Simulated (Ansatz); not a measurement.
# LiCl: energy and stress against strain

This session takes LiCl and sets out to see how energy and stress answer to the strain pattern (1, 1, 0, 0, 0, 0).

The COD entry's cell or inner coordinates are ideal or old and differ from later refinements, so a difference from it is no clean test against experiment.

Program: Ansatz 0.2.0. Level of theory: DFT PBE, scalar-relativistic, plane waves, PAW. These are calculated values, not measurements.

**1. The starting structure**

It takes space group Fm-3m (No. 225, cubic). Conventional cell: a = 5.130 Å, b = 5.130 Å, c = 5.130 Å, α = 90.00°, β = 90.00°, γ = 90.00°. Around Li (site symmetry m-3m) lie 6 Cl at 2.56 Å. Cl (site symmetry m-3m) has 6 Li at 2.56 Å in its first shell of neighbours.

Structure file:

```
Li Cl
1.0
     0.00000    2.56476    2.56476
     2.56476    0.00000    2.56476
     2.56476    2.56476    0.00000
Li Cl
1 1
Direct
  0.00000 0.00000 0.00000
  0.50000 0.50000 0.50000
```

No relaxation comes first: the listed cell is the starting point.

**2. The reference cell**

The reference gives a free energy of -1287.8334 eV, pressure 0.40 GPa, largest force 0.000 eV/Å and gap on the mesh 6.33 eV. It was computed beforehand with the settings of the runs below.

**3. Setting up energy and stress against strain**

The cell is strained by ε times the Voigt pattern (1, 1, 0, 0, 0, 0) (xx, yy, zz, yz, xz, xy; engineering shear), with fractional coordinates fixed (clamped ions). The stress on the pattern is the sum of the stress components weighted by it, tension positive.

**4. ε = -0.0400**

Contents of input.yaml:

```yaml
crystal:
  lattice:
    - [0.0, 2.4621696, 2.56476]
    - [2.4621696, 0.0, 2.56476]
    - [2.4621696, 2.4621696, 0.0]
  atoms:
    - { symbol: Li, position: [0.0, 0.0, 0.0] }
    - { symbol: Cl, position: [0.5, 0.5, 0.5] }
basis:
  ecutwfc: 420
kpoints:
  mp_grid: { grid: [8, 8, 8] }
hamiltonian:
  xc: pbe
scf:
  occupations: { method: gaussian, width: 0.05 }
output:
  forces: true
  stress: true
  eigenvalues: true
```

The run is started by

```bash
$ ansatz run input.yaml --threads 1 --pin off --max-ram 2560MiB --backend cpu --events-out ev --progress --plain --runs-dir out
```

**5. At ε = 0.0300**

Edit input.yaml of step 4 so:

```diff
@@ -2,5 +2,5 @@
   lattice:
-    - [0.0, 2.4621696, 2.56476]
-    - [2.4621696, 0.0, 2.56476]
-    - [2.4621696, 2.4621696, 0.0]
+    - [0.0, 2.6417028, 2.56476]
+    - [2.6417028, 0.0, 2.56476]
+    - [2.6417028, 2.6417028, 0.0]
   atoms:
```

**6. ε = -0.0200**

Edit input.yaml of step 5 so:

```diff
@@ -2,5 +2,5 @@
   lattice:
-    - [0.0, 2.6417028, 2.56476]
-    - [2.6417028, 0.0, 2.56476]
-    - [2.6417028, 2.6417028, 0.0]
+    - [0.0, 2.5134648, 2.56476]
+    - [2.5134648, 0.0, 2.56476]
+    - [2.5134648, 2.5134648, 0.0]
   atoms:
```

**7. Point ε = 0.0100**

Edit input.yaml of step 6 so:

```diff
@@ -2,5 +2,5 @@
   lattice:
-    - [0.0, 2.5134648, 2.56476]
-    - [2.5134648, 0.0, 2.56476]
-    - [2.5134648, 2.5134648, 0.0]
+    - [0.0, 2.5904076, 2.56476]
+    - [2.5904076, 0.0, 2.56476]
+    - [2.5904076, 2.5904076, 0.0]
   atoms:
```

**8. ε = 0.0400**

Edit input.yaml of step 7 so:

```diff
@@ -2,5 +2,5 @@
   lattice:
-    - [0.0, 2.5904076, 2.56476]
-    - [2.5904076, 0.0, 2.56476]
-    - [2.5904076, 2.5904076, 0.0]
+    - [0.0, 2.6673504, 2.56476]
+    - [2.6673504, 0.0, 2.56476]
+    - [2.6673504, 2.6673504, 0.0]
   atoms:
```

**9. ε = -0.0300**

Edit input.yaml of step 8 so:

```diff
@@ -2,5 +2,5 @@
   lattice:
-    - [0.0, 2.6673504, 2.56476]
-    - [2.6673504, 0.0, 2.56476]
-    - [2.6673504, 2.6673504, 0.0]
+    - [0.0, 2.4878172, 2.56476]
+    - [2.4878172, 0.0, 2.56476]
+    - [2.4878172, 2.4878172, 0.0]
   atoms:
```

**10. Point ε = 0.0200**

Edit input.yaml of step 9 so:

```diff
@@ -2,5 +2,5 @@
   lattice:
-    - [0.0, 2.4878172, 2.56476]
-    - [2.4878172, 0.0, 2.56476]
-    - [2.4878172, 2.4878172, 0.0]
+    - [0.0, 2.6160552, 2.56476]
+    - [2.6160552, 0.0, 2.56476]
+    - [2.6160552, 2.6160552, 0.0]
   atoms:
```

**11. Point ε = -0.0100**

Edit input.yaml of step 10 so:

```diff
@@ -2,5 +2,5 @@
   lattice:
-    - [0.0, 2.6160552, 2.56476]
-    - [2.6160552, 0.0, 2.56476]
-    - [2.6160552, 2.6160552, 0.0]
+    - [0.0, 2.5391124, 2.56476]
+    - [2.5391124, 0.0, 2.56476]
+    - [2.5391124, 2.5391124, 0.0]
   atoms:
```

**12. ε = 0.0350**

Edit input.yaml of step 11 so:

```diff
@@ -2,5 +2,5 @@
   lattice:
-    - [0.0, 2.5391124, 2.56476]
-    - [2.5391124, 0.0, 2.56476]
-    - [2.5391124, 2.5391124, 0.0]
+    - [0.0, 2.6545266, 2.56476]
+    - [2.6545266, 0.0, 2.56476]
+    - [2.6545266, 2.6545266, 0.0]
   atoms:
```

(Steps that only read results are left out.)

**Question.** What will these runs give? Wanted: slope of the stress at ε = 0, over ±0.0100.

**Answer**, as computed:

| quantity | value |
| --- | --- |
| slope of the stress at ε = 0, over ±0.0100 | 156 GPa |

In words: From the stress slope, C11 + C22 + 2 C12 is about 156 GPa with the ions clamped; letting the atoms relax could not make it stiffer. No sampled point lies below the undisturbed cell. Compression costs more than tension: 18.6 against 7.9 meV/atom at the ends. The gap on the mesh stays between 5.87 and 6.74 eV.
